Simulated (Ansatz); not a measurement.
The elements of this relaxed trial crystal are hidden behind letters.

```
lattice vectors (Å)
  -2.3100    2.3100    3.0471
   2.3100   -2.3100    3.0471
   2.3100    2.3100   -3.0471
fractional positions
X 0.0000 0.0000 0.0000
Z 0.5000 0.5000 0.0000
Q 0.8560 0.4339 0.0000
Q 0.1440 0.1440 0.5779
Q 0.5661 0.5661 0.4221
Q 0.4339 0.8560 0.0000
```

The calculation used DFT PBE, scalar-relativistic, plane waves, PAW (Ansatz 0.2.0). Cutoff 420 eV, Γ-centred 8×8×8 mesh (6-atom cell), Gaussian smearing of 0.02 eV, no spin polarisation.

| Property | Result |
| --- | --- |
| Space group | I-42m (No. 121) |
| Conventional cell | a = 4.620 Å, c = 6.094 Å |
| Volume per atom | 10.84 Å³ |
| Density | 6.91 g/cm³ |
| Formation energy | −2.855 eV/atom |
| Gap on the 8×8×8 mesh of the 6-atom cell | 3.54 eV |

Energies are uncorrected and count from the elements' standard states at the same level.

Task: X is a d-block element of period 6, Z is a p-block element of period 3 and Q is a p-block element of period 2. Which elements are they?

Result: X = Hf, Z = Si, Q = O, so the formula is HfSiO4. Density times volume gives a mean mass of 6.91 × 10.84/1.6605 = 45.1 u per atom, and this set has 45.1 u. Hf is surrounded by 4 O at 2.08 Å, 4 O at 2.57 Å and 2 Si at 3.05 Å; Si is surrounded by 4 O at 1.64 Å, 4 O at 2.87 Å and 2 Hf at 3.05 Å; around O lie 1 Si at 1.64 Å, 1 Hf at 2.08 Å and 1 Hf at 2.57 Å. Other sets within the hints have nearly the same mass, so mass alone doesn't settle it; this one was computed.

These runs have no spin–orbit coupling, which can matter for Hf. Kohn–Sham gaps at this level usually fall short of measured ones. A structure relaxed within its symmetry needn't be a true minimum. Another cell of HfSiO4 relaxed alike, in P6_3mc, lies 173 meV/atom lower, so this cell isn't the stable form at this level.
